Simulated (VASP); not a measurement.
Crystal: Bi.

```
Bi
1.0
     3.23838    0.00000    0.00000
     0.00000    3.22164    0.00000
    -0.08045    0.00000    6.44389
Bi
2
Direct
  0.54425 0.00000 0.74958
  0.45575 0.00000 0.25042
```

This isn't the form of Bi at room conditions, which is rhombohedral.

- Program: VASP 6.6.1
- Task: single point
- Functional: PBEsol
- Potentials or basis: VASP PAW PBE potentials, release 64 (Bi_d)
- Cutoff: 520 eV
- k mesh: 8 × 8 × 4
- Occupations: fermi-dirac, width 0.05 eV
- Spin: no spin polarisation

On this cell: pressure -0.5 GPa; largest force 0.013 eV/Å; band gap on the k mesh none (metal or under the smearing width).

The same run follows on a disturbed copy (atoms moved at random, drawn with an rms of 0.05 Å):

```
CELL_PARAMETERS angstrom
3.23838 0.00000 0.00000
0.00000 3.22164 0.00000
-0.08045 0.00000 6.44389
ATOMIC_POSITIONS crystal
Bi 0.55534 0.00070 0.75028
Bi 0.45838 0.01271 0.24141
```

Problem. What changes?

Solution. The energy (extrapolated to zero smearing) moves by +0.2 meV/atom; pressure -0.5 GPa; largest force 0.047 eV/Å; band gap on the k mesh none (metal or under the smearing width).

Forces on the atoms (eV/Å):
```
Bi  -0.005  0.001 -0.047
Bi   0.005 -0.001  0.047
```

Stress tensor (GPa, compression positive):
```
-0.61  0.01  0.04
 0.01  0.07 -0.01
 0.04 -0.01 -0.92
```

Caveats: the PAW data sets were made with another functional, which shifts forces and pressure a little; spin-orbit coupling is left out, which moves the levels of the heavy elements.
